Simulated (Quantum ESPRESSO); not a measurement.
# BeS (F-43m) in Quantum ESPRESSO: further runs

The runs below take BeS through energy-loss spectrum, Berry-phase polarisation, with PBE, BLYP.

All numbers are computed with Quantum ESPRESSO 7.5; they aren't measurements. Logs are shortened: lines on timing, memory, paths and dates and some standing lists are left out, and cuts for length are marked.

**1. The structure**

Symmetry: F-43m, No. 216, cubic system. The conventional cell has a = 4.850 Å, b = 4.850 Å, c = 4.850 Å, α = 90.00°, β = 90.00°, γ = 90.00°. S (site symmetry -43m) has 4 Be at 2.10 Å as nearest neighbours. Be (site symmetry -43m) has 4 S at 2.10 Å as nearest neighbours.

**2. Energy-loss spectrum, PBE**

File pw.in:

```
&CONTROL
  calculation = 'scf'
  prefix = 'pwscf'
  outdir = './tmp'
  pseudo_dir = './pseudo'
  tprnfor = .true.
  tstress = .true.
  disk_io = 'low'
/
&SYSTEM
  ibrav = 0
  nat = 2
  ntyp = 2
  ecutwfc = 70
  nbnd = 10
  occupations = 'smearing'
  smearing = 'fd'
  degauss = 0.00367493
/
&ELECTRONS
  conv_thr = 4d-10
  electron_maxstep = 120
  mixing_beta = 0.5
/
ATOMIC_SPECIES
S     32.0600 S_ONCV_PBE-1.2.upf
Be     9.0122 Be_ONCV_PBE-1.2.upf
CELL_PARAMETERS angstrom
   0.0000000000    2.4250000000    2.4250000000
   2.4250000000    0.0000000000    2.4250000000
   2.4250000000    2.4250000000    0.0000000000
ATOMIC_POSITIONS angstrom
S      3.6375000000    3.6375000000    3.6375000000
Be     0.0000000000    0.0000000000    0.0000000000
K_POINTS automatic
4 4 4 1 1 1
```

File scf2.in:

```
&CONTROL
  calculation = 'scf'
  prefix = 'pwscf'
  outdir = './tmp'
  pseudo_dir = './pseudo'
  tprnfor = .true.
  tstress = .true.
  disk_io = 'low'
/
&SYSTEM
  ibrav = 0
  nat = 2
  ntyp = 2
  ecutwfc = 70
  nbnd = 10
  occupations = 'fixed'
/
&ELECTRONS
  conv_thr = 1d-11
  electron_maxstep = 120
  mixing_beta = 0.5
  startingpot = 'file'
  startingwfc = 'file'
/
ATOMIC_SPECIES
S     32.0600 S_ONCV_PBE-1.2.upf
Be     9.0122 Be_ONCV_PBE-1.2.upf
CELL_PARAMETERS angstrom
   0.0000000000    2.4250000000    2.4250000000
   2.4250000000    0.0000000000    2.4250000000
   2.4250000000    2.4250000000    0.0000000000
ATOMIC_POSITIONS angstrom
S      3.6375000000    3.6375000000    3.6375000000
Be     0.0000000000    0.0000000000    0.0000000000
K_POINTS automatic
4 4 4 1 1 1
```

File eels.in:

```
&LR_INPUT
  prefix = 'pwscf'
  outdir = './tmp'
  restart_step = 5000
  restart = .false.
/
&LR_CONTROL
  calculator = 'lanczos'
  approximation = 'TDDFT'
  q1 = 0.2521019657
  q2 = 0.2521019657
  q3 = 0.2521019657
  itermax = 300
/
```

File spectrum.in:

```
&LR_INPUT
  prefix = 'pwscf'
  outdir = './tmp'
  eels = .true.
  itermax0 = 300
  itermax = 20000
  extrapolation = 'osc'
  epsil = 0.03
  units = 1
  start = 0
  end = 40
  increment = 0.2
/
```

File spectrum_short.in:

```
&LR_INPUT
  prefix = 'pwscf'
  outdir = './tmp'
  eels = .true.
  itermax0 = 200
  itermax = 20000
  extrapolation = 'osc'
  epsil = 0.03
  units = 1
  start = 0
  end = 40
  increment = 0.2
/
```

Potentials or basis: SG15 PBE 1.2.

Launch:

```console
> OMP_NUM_THREADS=1 pw.x -in pw.in > pw.out
> OMP_NUM_THREADS=1 pw.x -in scf2.in > scf2.out
> OMP_NUM_THREADS=1 turbo_eels.x -in eels.in > eels.out
> OMP_NUM_THREADS=1 turbo_spectrum.x -in spectrum.in > spectrum.out
> OMP_NUM_THREADS=1 turbo_spectrum.x -in spectrum_short.in > spectrum_short.out
```

pw.out:

```text
This program is part of the open-source Quantum ESPRESSO suite
     for quantum simulation of materials; please cite
[... 9 lines left out ...]
     --------------------
     sticks:   dense  smooth     PW     G-vecs:    dense   smooth      PW
     Sum         817     817    253                15185    15185    2637

     Using Slab Decomposition

     bravais-lattice index     =            0
     lattice parameter (alat)  =       6.4808  a.u.
     unit-cell volume          =     192.4695 (a.u.)^3
     number of atoms/cell      =            2
     number of atomic types    =            2
     number of electrons       =        10.00
     number of Kohn-Sham states=           10
     kinetic-energy cutoff     =      70.0000  Ry
     charge density cutoff     =     280.0000  Ry
     scf convergence threshold =      4.0E-10
     mixing beta               =       0.5000
     number of iterations used =            8  plain     mixing
     Exchange-correlation= PBE
                           (   1   4   3   4   0   0   0)

     celldm(1)=   6.480755  celldm(2)=   0.000000  celldm(3)=   0.000000
     celldm(4)=   0.000000  celldm(5)=   0.000000  celldm(6)=   0.000000

     crystal axes: (cart. coord. in units of alat)
               a(1) = (   0.000000   0.707107   0.707107 )
               a(2) = (   0.707107   0.000000   0.707107 )
               a(3) = (   0.707107   0.707107   0.000000 )

     reciprocal axes: (cart. coord. in units 2 pi/alat)
               b(1) = ( -0.707107  0.707107  0.707107 )
               b(2) = (  0.707107 -0.707107  0.707107 )
               b(3) = (  0.707107  0.707107 -0.707107 )

     PseudoPot. # 1 for S  read from file:
     S_ONCV_PBE-1.2.upf
     Pseudo is Norm-conserving, Zval =  6.0
     Generated using ONCVPSP code by D. R. Hamann
     Using radial grid of  602 points,  4 beta functions with:
                l(1) =   0
                l(2) =   0
                l(3) =   1
                l(4) =   1

     PseudoPot. # 2 for Be read from file:
     Be_ONCV_PBE-1.2.upf
     Pseudo is Norm-conserving, Zval =  4.0
     Generated using ONCVPSP code by D. R. Hamann
     Using radial grid of  602 points,  4 beta functions with:
                l(1) =   0
                l(2) =   0
                l(3) =   1
                l(4) =   1

     atomic species   valence    mass     pseudopotential
     S                 6.00    32.06000     S ( 1.00)
     Be                4.00     9.01220     Be( 1.00)

     24 Sym. Ops. (no inversion) found

   Cartesian axes

     site n.     atom                  positions (alat units)
         1        S      tau(   1) = (   1.0606602   1.0606602   1.0606602  )
         2        Be     tau(   2) = (   0.0000000   0.0000000   0.0000000  )

     number of k points=    10  Fermi-Dirac smearing, width (Ry)=  0.0037
                       cart. coord. in units 2pi/alat
        k(    1) = (   0.0883883   0.0883883   0.0883883), wk =   0.0625000
        k(    2) = (   0.2651650   0.2651650  -0.0883883), wk =   0.1875000
        k(    3) = (  -0.2651650  -0.2651650   0.4419417), wk =   0.1875000
        k(    4) = (  -0.0883883  -0.0883883   0.2651650), wk =   0.1875000
        k(    5) = (   0.4419417   0.0883883   0.0883883), wk =   0.1875000
        k(    6) = (  -0.0883883  -0.4419417   0.6187184), wk =   0.3750000
        k(    7) = (   0.0883883  -0.2651650   0.4419417), wk =   0.3750000
        k(    8) = (  -0.6187184   0.0883883   0.0883883), wk =   0.1875000
        k(    9) = (   0.2651650   0.2651650   0.2651650), wk =   0.0625000
        k(   10) = (  -0.2651650  -0.2651650   0.7954951), wk =   0.1875000

     Dense  grid:    15185 G-vectors     FFT dimensions: (  36,  36,  36)

     Initial potential from superposition of free atoms

     starting charge       9.9648, renormalised to      10.0000
     Starting wfcs are random

     Self-consistent Calculation

     iteration #  1     ecut=    70.00 Ry     beta= 0.50
     Davidson diagonalization with overlap
     ethr =  1.00E-02,  avg # of iterations =  8.0

     Threshold (ethr) on eigenvalues was too large:
     Diagonalizing with lowered threshold

     Davidson diagonalization with overlap
     ethr =  4.18E-04,  avg # of iterations =  1.9

     total energy              =     -47.21667807 Ry
     estimated scf accuracy    <       0.04287665 Ry

     iteration #  2     ecut=    70.00 Ry     beta= 0.50
     Davidson diagonalization with overlap
     ethr =  4.29E-04,  avg # of iterations =  1.0

     total energy              =     -47.21802375 Ry
     estimated scf accuracy    <       0.00643787 Ry

     iteration #  3     ecut=    70.00 Ry     beta= 0.50
     Davidson diagonalization with overlap
     ethr =  6.44E-05,  avg # of iterations =  1.6

     total energy              =     -47.21838363 Ry
     estimated scf accuracy    <       0.00025161 Ry

     iteration #  4     ecut=    70.00 Ry     beta= 0.50
     Davidson diagonalization with overlap
     ethr =  2.52E-06,  avg # of iterations =  6.1

     total energy              =     -47.21841535 Ry
     estimated scf accuracy    <       0.00001450 Ry

     iteration #  5     ecut=    70.00 Ry     beta= 0.50
     Davidson diagonalization with overlap
     ethr =  1.45E-07,  avg # of iterations =  2.0

     total energy              =     -47.21841757 Ry
     estimated scf accuracy    <       0.00000011 Ry

     iteration #  6     ecut=    70.00 Ry     beta= 0.50
     Davidson diagonalization with overlap
     ethr =  1.07E-09,  avg # of iterations =  3.9

     total energy              =     -47.21841767 Ry
     estimated scf accuracy    <       0.00000001 Ry

     iteration #  7     ecut=    70.00 Ry     beta= 0.50
     Davidson diagonalization with overlap
     ethr =  1.39E-10,  avg # of iterations =  1.9

     End of self-consistent calculation

          k = 0.0884 0.0884 0.0884 (  1898 PWs)   bands (ev):

   -93.4912  -7.8862   4.4276   5.4287   5.4287  11.2566  11.6855  11.6855
    12.8040  17.7777

          k = 0.2652 0.2652-0.0884 (  1904 PWs)   bands (ev):

   -93.4911  -7.0616   1.7183   3.8666   4.9965  11.8034  12.4595  12.6362
    14.8721  16.6389

          k =-0.2652-0.2652 0.4419 (  1912 PWs)   bands (ev):

   -93.4911  -6.3943   0.1008   3.8970   4.2797  11.3250  12.4865  12.9837
    16.2986  19.0892

          k =-0.0884-0.0884 0.2652 (  1922 PWs)   bands (ev):

   -93.4911  -7.4425   2.9845   4.5678   4.7740  10.9647  12.5256  13.0817
    13.6448  16.6040

          k = 0.4419 0.0884 0.0884 (  1910 PWs)   bands (ev):

   -93.4911  -6.6913   1.7056   3.4575   3.6751  10.1299  12.0858  14.8317
    15.0787  18.8169

          k =-0.0884-0.4419 0.6187 (  1899 PWs)   bands (ev):

   -93.4911  -5.9714   0.9728   1.9858   3.0275  11.0163  13.2720  14.4626
    16.5171  17.9299

          k = 0.0884-0.2652 0.4419 (  1900 PWs)   bands (ev):

   -93.4911  -6.4566   0.9297   2.9473   4.0348  11.6590  12.4829  14.1344
    14.9435  18.2818

          k =-0.6187 0.0884 0.0884 (  1893 PWs)   bands (ev):

   -93.4911  -6.0156   0.8627   2.5528   3.1653   9.3990  11.3060  17.1684
    17.2639  20.1700

          k = 0.2652 0.2652 0.2652 (  1907 PWs)   bands (ev):

   -93.4911  -6.7801   0.5629   4.7089   4.7089  11.1603  12.3001  12.3001
    16.4207  18.8786

          k =-0.2652-0.2652 0.7955 (  1892 PWs)   bands (ev):

   -93.4911  -6.1514   0.6196   2.2521   3.9764  10.8375  14.3534  14.3799
    15.9546  17.4654

     the Fermi energy is     8.1289 ev

!    total energy              =     -47.21841768 Ry
     estimated scf accuracy    <          2.4E-10 Ry
     smearing contrib. (-TS)   =      -0.00000000 Ry
     internal energy E=F+TS    =     -47.21841768 Ry

     The total energy is F=E-TS. E is the sum of the following terms:
     one-electron contribution =     -14.38039691 Ry
     hartree contribution      =       6.13072635 Ry
     xc contribution           =      -8.75591932 Ry
     ewald contribution        =     -30.21282779 Ry

     convergence has been achieved in   7 iterations

     Forces acting on atoms (cartesian axes, Ry/au):

     atom    1 type  1   force =    -0.00000000    0.00000000    0.00000000
     atom    2 type  2   force =     0.00000000   -0.00000000   -0.00000000

     Total force =     0.000000     Total SCF correction =     0.000000

     Computing stress (Cartesian axis) and pressure

          total   stress  (Ry/bohr**3)                   (kbar)     P=       15.84
   0.00010765   0.00000000   0.00000000           15.84        0.00        0.00
   0.00000000   0.00010765   0.00000000            0.00       15.84        0.00
   0.00000000   0.00000000   0.00010765            0.00        0.00       15.84

=------------------------------------------------------------------------------=
   JOB DONE.
=------------------------------------------------------------------------------=
```

Run time: 2.8 min. Hardware: 1 thread of Arm Neoverse V2, shared host; peak memory 0.23 GiB.

Results:

```yaml
Free_energy: -642.4393 eV
Pressure: 1.6 GPa
Peak_of_the_energy-loss_function: 22.8 eV
```

Levels at points of the mesh, in eV from the valence-band top:
| k point | band 3 | band 4 | band 5 | band 6 | band 7 | band 8 |
| --- | --- | --- | --- | --- | --- | --- |
| (0.12, 0.12, 0.12) | -1.00 | 0.00 | 0.00 | 5.83 | 6.26 | 6.26 |

Energy-loss function at q = [0.46188, 0.46188, 0.46188] (Å⁻¹, cartesian):
```tsv
energy (eV)	loss
0.0	0.000
1.8	0.003
3.4	0.006
5.2	0.011
7.0	0.022
8.6	0.085
10.4	0.179
12.2	0.293
13.8	0.429
15.6	0.639
17.4	0.922
19.0	1.238
20.8	1.671
22.4	1.996
24.2	1.809
26.0	1.210
27.6	0.814
29.4	0.554
31.2	0.385
32.8	0.265
34.6	0.165
36.4	0.104
38.0	0.072
39.8	0.053
```

Caveat: the k mesh is coarse (spacing up to 0.56 Å⁻¹), so the values aren't converged.

[end of part 1 of 2]
